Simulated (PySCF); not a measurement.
C₂H₄O₂.
Atom-mapped SMILES: `[CH3:1][C:2](=[O:3])[OH:4]` (hydrogens: H5, H6, H7 on C1; H8 on O4)

The same species was optimised twice, with GFN2-xTB and with PBE0-D3(BJ)/def2-SVP (PySCF), and the same property calculations (PySCF, gas phase) were run on both structures.

```tsv
coordinate	GFN2-xTB	PBE0-D3(BJ)/def2-SVP	change
C1–H5 (Å)	1.087	1.101	+0.014
C1–H7 (Å)	1.087	1.099	+0.012
C1–H6 (Å)	1.085	1.095	+0.010
C1–C2 (Å)	1.501	1.499	-0.002
C2=O3 (Å)	1.200	1.202	+0.002
C2–O4 (Å)	1.341	1.343	+0.002
O4–H8 (Å)	0.970	0.970	0.000
C2–O4–H8 (°)	110.5	106.2	-4.3
C2–C1–H7 (°)	109.2	110.6	+1.4
H5–C1–H7 (°)	108.2	107.3	-0.9
H5–C1–H6 (°)	110.2	109.4	-0.8
H6–C1–H7 (°)	110.2	110.8	+0.6
C2–C1–H6 (°)	109.9	109.5	-0.4
C1–C2–O3 (°)	126.0	125.7	-0.3
C1–C2–O4 (°)	111.6	111.9	+0.3
```

Rotational constants: A = 11485, B = 9524, C = 5380 MHz (GFN2-xTB) against A = 11477, B = 9517, C = 5378 MHz (PBE0-D3(BJ)/def2-SVP).

On the GFN2-xTB structure: HOMO (eV) -8.05 [PBE0/pcSseg-1]; LUMO (eV) 0.37 [PBE0/pcSseg-1]; dipole (D) 1.79 [PBE0/pcSseg-1]; GIAO shielding of C1 (ppm) 165.6 [PBE0/pcSseg-1]; GIAO shielding of C2 (ppm) 12.2 [PBE0/pcSseg-1]; GIAO shielding of O3 (ppm) -119.8 [PBE0/pcSseg-1]; GIAO shielding of O4 (ppm) 125.4 [PBE0/pcSseg-1].

What do these properties become on the PBE0-D3(BJ)/def2-SVP structure?

```json
{"property": "HOMO (eV)", "level": "PBE0/pcSseg-1", "on GFN2-xTB": "-8.05", "on PBE0-D3(BJ)/def2-SVP": "-8.11", "change": "-0.06"}
{"property": "LUMO (eV)", "level": "PBE0/pcSseg-1", "on GFN2-xTB": "0.37", "on PBE0-D3(BJ)/def2-SVP": "0.30", "change": "-0.07"}
{"property": "dipole (D)", "level": "PBE0/pcSseg-1", "on GFN2-xTB": "1.79", "on PBE0-D3(BJ)/def2-SVP": "1.73", "change": "-0.06"}
{"property": "energy, GFN2-xTB geometry as zero (kcal/mol)", "level": "PBE0/pcSseg-1", "on GFN2-xTB": "0.0", "on PBE0-D3(BJ)/def2-SVP": "-0.3", "change": "-0.3"}
{"property": "GIAO shielding of C1 (ppm)", "level": "PBE0/pcSseg-1", "on GFN2-xTB": "165.6", "on PBE0-D3(BJ)/def2-SVP": "164.3", "change": "-1.3"}
{"property": "GIAO shielding of C2 (ppm)", "level": "PBE0/pcSseg-1", "on GFN2-xTB": "12.2", "on PBE0-D3(BJ)/def2-SVP": "11.1", "change": "-1.1"}
{"property": "GIAO shielding of O3 (ppm)", "level": "PBE0/pcSseg-1", "on GFN2-xTB": "-119.8", "on PBE0-D3(BJ)/def2-SVP": "-118.3", "change": "+1.5"}
{"property": "GIAO shielding of O4 (ppm)", "level": "PBE0/pcSseg-1", "on GFN2-xTB": "125.4", "on PBE0-D3(BJ)/def2-SVP": "118.7", "change": "-6.7"}
```

The heavy atoms differ by 0.003 Å rms after alignment. Among all bonds C1–H5 changes most (+0.014 Å). Changes are differences of the printed values. Neither structure is proved a minimum here.

Shape of the structure used: `[CH3:1][C:2](=[O:3])[OH:4]`: H–O4–C2–C1 -179°.
